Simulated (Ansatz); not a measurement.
# Bands, cutoff and cost in G0W0 for TiO2 (C2/m), part 2 of 2

Aim: see how the G0W0 gap of TiO2 (C2/m) on LDA moves with empty bands and screening cutoff, and what each rung costs.

Ansatz 0.2.0; G0W0 on LDA, plane waves, PAW; PAW set soft_1. Known limits of the many-body steps: not at the basis limit; coarse k mesh.

So far. Step 4 (804 empty bands, screening to 180 eV): Against the run with 4×4×2 mesh, 373 empty bands, screening to 108 eV, PAW set soft_1 files, the gap moves by +0.018 eV.

**5. Changing the frequency model: 4×4×2 mesh, 373 empty bands, screening to 108 eV, plasmon pole, PAW set soft_1 files**

A plasmon pole stands in for the full frequency dependence of the screening; this run shows what that costs in accuracy. Bands and cutoff differ from the step before, so it is read against an earlier run that matches them.

The input, input.yaml:

```yaml
crystal:
  lattice:
    - [6.1535771931, -1.8834685, 0.0]
    - [6.1535771931, 1.8834685, 0.0]
    - [-1.9283261078, 0.0, 6.3289668713]
  atoms:
    - { symbol: Ti, position: [0.804714, 0.804714, 0.716238] }
    - { symbol: Ti, position: [0.099929, 0.099929, 0.710398] }
    - { symbol: Ti, position: [0.195286, 0.195286, 0.283762] }
    - { symbol: Ti, position: [0.900071, 0.900071, 0.289602] }
    - { symbol: O, position: [0.0583525, 0.0583525, 0.369979] }
    - { symbol: O, position: [0.638069, 0.638069, 0.706603] }
    - { symbol: O, position: [0.1328115, 0.1328115, 0.004709] }
    - { symbol: O, position: [0.9416475, 0.9416475, 0.630021] }
    - { symbol: O, position: [0.7365115, 0.7365115, 0.3475] }
    - { symbol: O, position: [0.8671885, 0.8671885, 0.995291] }
    - { symbol: O, position: [0.2634885, 0.2634885, 0.6525] }
    - { symbol: O, position: [0.361931, 0.361931, 0.293397] }
kpoints:
  mp_grid: { grid: [4, 4, 2] }
hamiltonian:
  xc: lda
  pseudopotentials: { kind: paw, azcp: { folder: soft_1 }, xc_functional: pbe }
scf:
  occupations: { method: fixed }
gw:
  n_empty_bands: 373
  ecut_chi: 108
  qp_bands: [v4, c4]
  qp_kpoints: band_edges
  screening: { model: godby_needs }
```

Run with:

```sh
> ansatz run input.yaml --threads 3 --pin off --max-ram 92160MiB --backend cuda --events-out ev --progress --plain --runs-dir out --devices 1 --max-vram 13GiB
```

Numbers of over 12 decimals in the logs are rounded to 6 here.

The log of the run:

```text
GPUs: using 1 of 1 available (devices: 1).
[...]
GPU FFT provider: cuFFT
GPU libraries: cuBLAS 13.8.2, cuFFT 12.4.0, cuSOLVER 12.3.4
Crystal: 12 atoms, lattice volume = 146.706 Å³
Basis set: ecut = 420 eV, 2869 PW (Γ)
Bands: 60, of which v1, the nominal top of the filled ones, is band 48 counted from 1 (47 counted from 0)
Symmetry: 4 space group operations
[...]
k-points: 14 of 32
[...]
0    52      8.9740   -14.1756    -6.7413   -22.7479  0.7708    10.8260    10.8050  root
[...]
13    49      8.6306   -13.5954    -6.5677   -21.8942  0.7730    10.3824    10.3617  root
    13    50      8.7454   -13.6158    -6.9919   -22.4204  0.7707    10.5835    10.5582  root
    13    51      8.8792   -13.3503    -7.0117   -22.1617  0.7708    10.7011    10.6789  root
    13    52      9.0433   -13.6137    -6.8254   -22.2536  0.7712    10.8782    10.8578  root
[key lines of the parts left out:]
SCF converged after 13 iterations
Free energy (F): -14260.539991 eV
Fermi energy:    5.701943 eV
```

The job ended after 55 s (1 × NVIDIA H100 80GB HBM3 (shared by 6 runs) with 3 threads of AMD EPYC 7R13 (Zen 3), shared host; peak memory 2.2 GiB; 2 min of CPU time).

This step gave:

```yaml
bands_summed: 421
plasmon_pole_fit_frequency: 30.04 eV
rpa_eps_infinity_on_this_mesh_eigenvalues: 5.916, 6.176, 6.275
plane_waves_in_the_screening_matrix: 375
g0w0_gap_on_the_mesh: 4.450 eV
k_of_the_valence_top: 0.25, -0.25, -0.5
k_of_the_conduction_bottom: 0, 0, 0
starting_gap_on_the_mesh: 2.669 eV
least_direct_g0w0_gap_on_the_computed_points: 4.664 eV
```

Against the run with 4×4×2 mesh, 373 empty bands, screening to 108 eV, PAW set soft_1 files, the gap moves by +0.09 eV.

**6. Changing the files: 4×4×2 mesh, 373 empty bands, screening to 108 eV, hard PAW files**

Other atomic data (hard PAW) test the pseudisation: the cutoff goes from 420 to 930 eV, with the same valence electrons.

This step: G0W0 on LDA, plane waves, PAW.

Edit input.yaml of step 5 so:

```diff
@@ -22,3 +22,3 @@
   xc: lda
-  pseudopotentials: { kind: paw, azcp: { folder: soft_1 }, xc_functional: pbe }
+  pseudopotentials: { kind: paw, source: ansatz }
 scf:
@@ -30,2 +30,2 @@
   qp_kpoints: band_edges
-  screening: { model: godby_needs }
+  screening: { model: contour_deformation }
```

The log of the run:

```text
GPUs: using 1 of 1 available (devices: 1).
[...]
GPU FFT provider: cuFFT
GPU libraries: cuBLAS 13.8.2, cuFFT 12.4.0, cuSOLVER 12.3.4
Crystal: 12 atoms, lattice volume = 146.706 Å³
Basis set: ecut = 930 eV, 9433 PW (Γ)
Bands: 60, of which v1, the nominal top of the filled ones, is band 48 counted from 1 (47 counted from 0)
Symmetry: 4 space group operations
[...]
k-points: 14 of 32
[...]
0    52      8.9735   -14.1523    -6.9240   -22.7134  0.7124    10.6807    10.6106  root
[...]
13    49      8.6293   -13.5753    -6.7164   -21.8590  0.7170    10.2571    10.1967  root
    13    50      8.7449   -13.5929    -7.1652   -22.3854  0.7109    10.4427    10.3722  root
    13    51      8.8794   -13.3276    -7.1967   -22.1282  0.7100    10.5534    10.4834  root
    13    52      9.0446   -13.5907    -7.0211   -22.2201  0.7099    10.7235    10.6529  root
[key lines of the parts left out:]
SCF converged after 14 iterations
Free energy (F): -14260.944800 eV
Fermi energy:    5.702642 eV
```

Wall time 62 s (1 × NVIDIA H100 80GB HBM3 (shared by 6 runs) with 3 threads); peak memory 2.4 GiB; 1.7 min of CPU time.

Numbers from this step:

- bands summed: 421
- RPA ε∞ on this mesh (eigenvalues): 5.918, 6.180, 6.280
- plane waves in the screening matrix: 375
- G0W0 gap on the mesh: 4.365 eV
- k of the valence top: 0.25, -0.25, -0.5
- k of the conduction bottom: 0, 0, 0
- starting gap on the mesh: 2.666 eV
- least direct G0W0 gap on the computed points: 4.577 eV

Against the run with 4×4×2 mesh, 373 empty bands, screening to 108 eV, PAW set soft_1 files, the gap moves by +0.002 eV.

**7. Side by side**

Times are wall times on 1 × NVIDIA H100 80GB HBM3 (shared by 6 runs) with 3 threads of AMD EPYC 7R13 (Zen 3), shared host, good to a factor of about two.

```csv
mesh,files,frequency,bands summed,cutoff (eV),start (eV),G0W0 (eV),time,host memory (GiB)
4×4×2,PAW set soft_1,contour deformation,180,54,2.669,4.557,12 s,1.2
4×4×2,PAW set soft_1,contour deformation,421,108,2.669,4.362,20 s,1.7
4×4×2,PAW set soft_1,contour deformation,852,180,2.669,4.381,93 s,3.1
4×4×2,PAW set soft_1,plasmon pole,421,108,2.669,4.450,55 s,2.2
4×4×2,hard PAW,contour deformation,421,108,2.666,4.365,62 s,2.4
```

How the two edges are built up, in eV (the quasiparticle level is the starting level plus Σx plus Σc less Vxc):

```csv
run,edge,start,Σx,Σc,Vxc,Z,QP
180 bands,valence top,5.70,-25.27,4.70,-20.74,0.72,5.86
180 bands,conduction bottom,8.37,-13.29,-6.47,-21.81,0.73,10.42
421 bands,valence top,5.70,-25.27,4.46,-20.74,0.71,5.63
421 bands,conduction bottom,8.37,-13.29,-6.90,-21.81,0.72,9.99
852 bands,valence top,5.70,-25.27,4.24,-20.74,0.70,5.41
852 bands,conduction bottom,8.37,-13.29,-7.10,-21.81,0.72,9.79
```

**8. What came out**

* 180 bands, 54 eV: 4.557 eV
* 421 bands, 108 eV: 4.362 eV
* 852 bands, 180 eV: 4.381 eV
* mesh and start: 4×4×2, LDA

In words: From 180 to 852 bands the gap moves by −0.18 eV while the time grows 8.0-fold. Σc changes by −0.46 eV at the valence top and −0.63 eV at the conduction bottom, so the levels themselves move more than the gap between them. The gap turns back along the series, so no limit is drawn from it. The plasmon-pole model gives +0.09 eV against contour deformation, 5 % of the correction, and saved no time in this program. Hard PAW files move the gap by +0.002 eV at equal bands and cutoff, −0.003 eV of it in the start. The 4×4×2 mesh is coarse for this cell (its supercell is 13 Å along the shortest edge). The RPA ε∞ on it, from the LDA start, is 5.87, 6.11 and 6.24; such meshes misread the long-range screening, most where the gap is narrow.

[Paths, hosts, dates, memory and timing lines, banners, echoed tables and standing remarks are left out of the program output.]

[Logs are printed without paths, hosts, clocks, repeated set-up lines and the standing remarks that a program may print on its own settings, such as how far it seeks lower states.]

[Runs of the session that timed out or met a known fault of the program may be left out.]

[Cells called generated may have been cut or substituted from an entry of the Crystallography Open Database or the Materials Project.]

[Hosts, paths, dates, database ids (printed as entryN), source tags and the programs' standing remarks are cut or masked in the printed files.]
